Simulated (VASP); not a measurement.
# As in VASP: relaxation of cell and atoms with r2SCAN

Aim: the relaxation of cell and atoms of As with r2SCAN.

All numbers are computed with VASP 6.6.1; they aren't measurements. Logs are shortened: lines on timing, memory, paths and dates and some standing lists are left out, and cuts for length are marked.

## (1) The sheet as given

The cell holds a sheet with vacuum, 2 atoms: a = 3.600 Å, b = 3.600 Å, c = 17.400 Å, α = 90.00°, β = 90.00°, γ = 120.00°.

The cell was built by a generator and needn't be a form met in nature.

## (2) Relaxation of cell and atoms, r2SCAN

INCAR reads:

```
SYSTEM = As
ALGO     = Normal         ! electronic algorithm
EDIFF    = 1E-6           ! SCF threshold, eV
EDIFFG   = -0.005         ! ionic threshold
ENCUT    = 600            ! plane-wave cutoff, eV
IBRION   = 2              ! ionic algorithm
ISIF     = 3              ! what is computed and relaxed
ISMEAR   = 0              ! smearing method
KPAR     = 2            
LASPH    = .True.         ! aspherical terms in the spheres
LATTICE_CONSTRAINTS= .TRUE. .TRUE. .FALSE.
LCHARG   = .False.        ! write CHGCAR
LMIXTAU  = .True.       
LREAL    = .False.        ! projectors in reciprocal space
LWAVE    = .False.        ! write WAVECAR
METAGGA  = R2SCAN         ! meta-GGA
NELM     = 120            ! most SCF steps
NSW      = 40             ! ionic steps
PREC     = Accurate       ! precision mode
SIGMA    = 0.03           ! smearing width, eV
```

KPOINTS reads:

```
k-points
0
Gamma
  12 12 1
  0 0 0
```

POSCAR reads:

```
As
1.0
    3.6000000000      0.0000000000      0.0000000000
   -1.8000000000      3.1176914500      0.0000000000
    0.0000000000      0.0000000000     17.4000000000
As
2
Direct
    0.3333330000      0.6666670000      0.4597701100
    0.6666670000      0.3333330000      0.5402298900
```

Potentials or basis: VASP PAW PBE potentials, release 64 (As).

Command:

```console
$ cat potpaw_PBE.64/As/POTCAR > POTCAR
$ mpirun -np 2 vasp_std > vasp.out
```

OUTCAR:

```text
SYSTEM = As
   EDIFF = 1E-6
   EDIFFG = -0.005
   ENCUT = 600
   IBRION = 2
   ISIF = 3
   ISMEAR = 0
   LASPH = .True.
   LREAL = .False.
   METAGGA = R2SCAN
   NELM = 120
   NSW = 40
   PREC = Accurate

 ion  position               nearest neighbor table
   1  0.333  0.667  0.460-   2 2.51   2 2.51   2 2.51
   2  0.667  0.333  0.540-   1 2.51   1 2.51   1 2.51

  LATTYP: Found a hexagonal cell.
 ALAT       =     3.6000000000
 C/A-ratio  =     4.8333333333

  Lattice vectors:

 A1 = (   3.6000000000,   0.0000000000,   0.0000000000)
 A2 = (  -1.8000000000,   3.1176914500,   0.0000000000)
 A3 = (   0.0000000000,   0.0000000000,  17.4000000000)

Analysis of symmetry for initial positions (statically):
=====================================================================
 Subroutine PRICEL returns:
 Original cell was already a primitive cell.

 Routine SETGRP: Setting up the symmetry group for a
 hexagonal supercell.

 Subroutine GETGRP returns: Found 12 space group operations
 (whereof 12 operations were pure point group operations)
 out of a pool of 24 trial point group operations.

The static configuration has the point symmetry D_3d.

Analysis of symmetry for dynamics (positions and initial velocities):
=====================================================================
 Subroutine PRICEL returns:
 Original cell was already a primitive cell.

 Routine SETGRP: Setting up the symmetry group for a
 hexagonal supercell.

 Subroutine GETGRP returns: Found 12 space group operations
 (whereof 12 operations were pure point group operations)
 out of a pool of 24 trial point group operations.

The dynamic configuration has the point symmetry D_3d.

 Subroutine INISYM returns: Found 12 space group operations
 (whereof 12 operations are pure point group operations),
 and found     1 'primitive' translations

----------------------------------------------------------------------------------------

                                     Primitive cell

  volume of cell :     195.2922

  direct lattice vectors                    reciprocal lattice vectors
     3.600000000  0.000000000  0.000000000     0.277777778  0.160375075  0.000000000
    -1.800000000  3.117691450  0.000000000     0.000000000  0.320750150  0.000000000
     0.000000000  0.000000000 17.400000000     0.000000000  0.000000000  0.057471264

  length of vectors
     3.600000000  3.599999997 17.400000000     0.320750150  0.320750150  0.057471264

  position of ions in fractional coordinates (direct lattice)
     0.333333000  0.666667000  0.459770110
     0.666667000  0.333333000  0.540229890

  ion indices of the primitive-cell ions
   primitive index   ion index
                 1           1
                 2           2

----------------------------------------------------------------------------------------

 KPOINTS: k-points

Automatic generation of k-mesh.
 Grid dimensions read from file:
 generate k-points for:   12   12    1

 Generating k-lattice:

  Cartesian coordinates                     Fractional coordinates (reciprocal lattice)
     0.023148148  0.013364590  0.000000000     0.083333333  0.000000000  0.000000000
     0.000000000  0.026729179  0.000000000     0.000000000  0.083333333  0.000000000
     0.000000000  0.000000000  0.057471264     0.000000000  0.000000000  1.000000000

  Length of vectors
     0.026729179  0.026729179  0.057471264

  Shift w.r.t. Gamma in fractional coordinates (k-lattice)
     0.000000000  0.000000000  0.000000000

 Subroutine IBZKPT returns following result:
 ===========================================

 Found     19 irreducible k-points:

 Following reciprocal coordinates:
            Coordinates               Weight
  0.000000  0.000000  0.000000      1.000000
  0.083333  0.000000  0.000000      6.000000
  0.166667  0.000000  0.000000      6.000000
  0.250000 -0.000000  0.000000      6.000000
  0.333333  0.000000  0.000000      6.000000
  0.416667  0.000000  0.000000      6.000000
[... 11 lines left out ...]
  0.333333  0.250000  0.000000     12.000000
  0.333333  0.333333  0.000000      2.000000
   k-points           NKPTS =     19   k-points in BZ     NKDIM =     19   number of bands    NBANDS=      9
   number of dos      NEDOS =    301   number of ions     NIONS =      2
   total plane-waves  NPLWV = 126000
   dimension x,y,z NGX =    30 NGY =   30 NGZ =  140
   dimension x,y,z NGXF=    60 NGYF=   60 NGZF=  280
   ions per type =               2
   NGX,Y,Z   is equivalent  to a cutoff of  13.85, 13.85, 13.38 a.u.
   NGXF,Y,Z  is equivalent  to a cutoff of  27.71, 27.71, 26.75 a.u.
 SYSTEM =  As
   PREC   = accura    normal or accurate (medium, high low for compatibility)
   ISTART =      0    job   : 0-new  1-cont  2-samecut
   ICHARG =      2    charge: 1-file 2-atom 10-const
   ISPIN  =      1    spin polarized calculation?
   LNONCOLLINEAR =      F non collinear calculations
   LSORBIT =      F    spin-orbit coupling
   LASPH  =      T    aspherical Exc in radial PAW
   ENCUT  =  600.0 eV  44.10 Ry    6.64 a.u.   7.19  7.19 34.75*2*pi/ulx,y,z
   NELM   =    120;   NELMIN=  2; NELMDL= -5     # of ELM steps
   EDIFF  = 0.1E-05   stopping-criterion for ELM
   LREAL  =      F    real-space projection
   EDIFFG = -.5E-02   stopping-criterion for IOM
   NSW    =     40    number of steps for IOM
   IBRION =      2    ionic relax: 0-MD 1-quasi-New 2-CG
   NFREE  =      1    steps in history (QN), initial steepest desc. (CG)
   ISIF   =      3    stress and relaxation
   ISYM   =      2    0-nonsym 1-usesym 2-fastsym
   POTIM  = 0.5000    time-step for ionic-motion
   TEBEG  =    0.0;   TEEND  =   0.0 temperature during run
   PSTRESS=    0.0 pullay stress
   NELECT =      10.0000    total number of electrons
   NUPDOWN=      -1.0000    fix difference up-down
   EMIN   =  10.00;   EMAX   =-10.00  energy-range for DOS
   EFERMI =   0.00;   METHOD = LEGACY
   ISMEAR =     0;   SIGMA  =   0.03  broadening in eV -4-tet -1-fermi 0-gaus
   EFERMI_NEDOS =   21; number of points for ismear=-14 and -15
   IALGO  =     38    algorithm
   IMIX   =      4    mixing-type and parameters
     AMIX     =   0.40;   BMIX     =  1.00
     AMIX_MAG =   1.60;   BMIX_MAG =  1.00
  volume/ion in A,a.u.               =      97.65       658.95
  Fermi-wavevector in a.u.,A,eV,Ry     =   0.607920  1.148803  5.028263  0.369567
  Thomas-Fermi vector in A             =   1.662559
   LORBIT       =      0    0 simple, 1 ext, 2 COOP (PROOUT), +10 PAW based schemes
   METAGGA = R2SCAN    functional components
   LHFCALC =     F    Hartree Fock is set to
   AEXX    =    0.0000 exact exchange contribution
   IVDW    =     0    specifies the selected vdW correction
   LEPSILON=     F    determine dielectric tensor
   LRPA    =     F    only Hartree local field effects (RPA)
 conjugate gradient relaxation of ions
 non-spin polarized calculation
 Gauss-broadening in eV      SIGMA  =   0.03
  energy-cutoff  :      600.00
  volume of cell :      195.29
 maximum number of plane-waves:      6540
 NGX is ok and might be reduce to    30
   NGX = 15   NGY = 15   NGZ = 69

--------------------------------------- Ionic step        1  -------------------------------------------

 number of electron      10.0000000 magnetization

 number of electron       9.9999999 magnetization

 Free energy of the ion-electron system (eV)
  ---------------------------------------------------
  ext. energy  EPLUGINS =         0.00000000
  ---------------------------------------------------
  free energy    TOTEN  =       -29.37376016 eV

  energy without entropy =      -29.37376016  energy(sigma->0) =      -29.37376016

------------------------ aborting loop because EDIFF is reached ----------------------------------------

  FORCE on cell =-STRESS in cart. coord.  units (eV):
  Direction    XX          YY          ZZ          XY          YZ          ZX
  --------------------------------------------------------------------------------------
  -------------------------------------------------------------------------------------
  Total       -0.5302571     -0.5302571     -0.6146798      0.0000000      0.0000000      0.0000000
  in kB       -4.3502295     -4.3502295     -5.0428339      0.0000000      0.0000000      0.0000000
  external PRESSURE =      -4.5810976 kB  Pullay stress =       0.0000000 kB

 VOLUME and BASIS-vectors are now :
 -----------------------------------------------------------------------------
  energy-cutoff  :      600.00
  volume of cell :      195.29
      direct lattice vectors                 reciprocal lattice vectors
     3.600000000  0.000000000  0.000000000     0.277777778  0.160375075  0.000000000
    -1.800000000  3.117691450  0.000000000     0.000000000  0.320750150  0.000000000
     0.000000000  0.000000000 17.400000000     0.000000000  0.000000000  0.057471264
[... 181 lines left out ...]
 POSITION                                       TOTAL-FORCE (eV/Angst)
 -----------------------------------------------------------------------------------
     -0.00000      2.06388      8.01294        -0.000000      0.000000      0.006831
      1.78737      1.03194      9.38706         0.000000     -0.000000     -0.006831
 -----------------------------------------------------------------------------------
    total drift:                               -0.000000      0.000000      0.000000

  FREE ENERGIE OF THE ION-ELECTRON SYSTEM (eV)
  ---------------------------------------------------
  free  energy   TOTEN  =       -29.3835034396 eV

  energy  without entropy=      -29.3835034396  energy(sigma->0) =      -29.38350344

--------------------------------------- Ionic step        7  -------------------------------------------

 number of electron      10.0000000 magnetization

 Free energy of the ion-electron system (eV)
  ---------------------------------------------------
  ext. energy  EPLUGINS =         0.00000000
  ---------------------------------------------------
  free energy    TOTEN  =       -29.38351077 eV

  energy without entropy =      -29.38351077  energy(sigma->0) =      -29.38351077

 E-fermi :  -3.3600     XC(G=0):  -2.9045

 val. band max:       -3.5061183116   @ k =   0.0000   0.0000   0.0000
 cond. band min:      -1.5342284962   @ k =   0.3333   0.0000   0.0000
 fundamental gap:      1.9718898155
 Fermi energy:        -3.3600499291

 k-point     1 :       0.0000    0.0000    0.0000
  band No.  band energies     occupation
      1     -17.7061      2.00000
      2     -10.7988      2.00000
      3      -3.9777      2.00000
      4      -3.5062      2.00000
      5      -3.5061      2.00000
      6      -0.9858      0.00000
      7       0.3258      0.00000
      8       0.3258      0.00000
      9       2.1477      0.00000

 k-point     2 :       0.0833    0.0000    0.0000
  band No.  band energies     occupation
      1     -17.6065      2.00000
      2     -10.7801      2.00000
      3      -4.4081      2.00000
      4      -3.9324      2.00000
      5      -3.7278      2.00000
      6      -0.4276      0.00000
      7       0.3080      0.00000
      8       0.5588      0.00000
      9       2.2784      0.00000
[... 224 lines left out ...]
 POSITION                                       TOTAL-FORCE (eV/Angst)
 -----------------------------------------------------------------------------------
     -0.00000      2.06349      8.01325         0.000000      0.000000     -0.004334
      1.78703      1.03174      9.38675        -0.000000     -0.000000      0.004334
 -----------------------------------------------------------------------------------
    total drift:                               -0.000000      0.000000      0.000000

  FREE ENERGIE OF THE ION-ELECTRON SYSTEM (eV)
  ---------------------------------------------------
  free  energy   TOTEN  =       -29.3835107651 eV

  energy  without entropy=      -29.3835107651  energy(sigma->0) =      -29.38351077

 reached required accuracy - stopping structural energy minimisation
```

Run time: 15 min. Hardware: 2 MPI ranks of Intel Xeon Platinum 8259CL at 2.50GHz (Skylake/Cascade Lake), shared host; peak memory 0.43 GiB.

Results:

* Free energy: -29.3835 eV
* Relaxed volume: 96.24 Å³/atom
* Relaxed cell: a = 3.574 Å, b = 3.574 Å, c = 17.400 Å, α = 90.00°, β = 90.00°, γ = 120.00°
* Space group after relaxing (to 0.05 Å): P-3m1 (No. 164)
* Energy gained by relaxing: 4.9 meV/atom
* Ionic steps: 7
* Largest force after relaxing: 0.004 eV/Å
* Band gap on the k mesh: 1.97 eV, indirect (least direct gap 2.45 eV)

Forces in eV/Å, atoms in the order of the input:
```
As   0.000  0.000 -0.004
As   0.000  0.000  0.004
```

The path:
| step | energy change (eV) | largest force (eV/Å) | pressure (GPa) | volume (Å³) |
| --- | --- | --- | --- | --- |
| 1 | 0.0000 | 0.4369 | -0.46 | 195.29 |
| 2 | -0.0050 | 0.2990 | 0.35 | 190.33 |
| 3 | -0.0097 | 0.0091 | 0.01 | 192.32 |
| 4 | -0.0097 | 0.0180 | 0.00 | 192.38 |
| 5 | -0.0097 | 0.0086 | -0.01 | 192.53 |
| 6 | -0.0097 | 0.0068 | -0.01 | 192.56 |
| 7 | -0.0098 | 0.0043 | 0.00 | 192.49 |

Final structure:
```
As
1.0
     3.57406    0.00000    0.00000
    -1.78703    3.09523    0.00000
     0.00000    0.00000   17.40000
As
2
Direct
  0.33333 0.66667 0.46053
  0.66667 0.33333 0.53947
```

Caveat: the PAW data sets were made with another functional, which shifts forces and pressure a little.
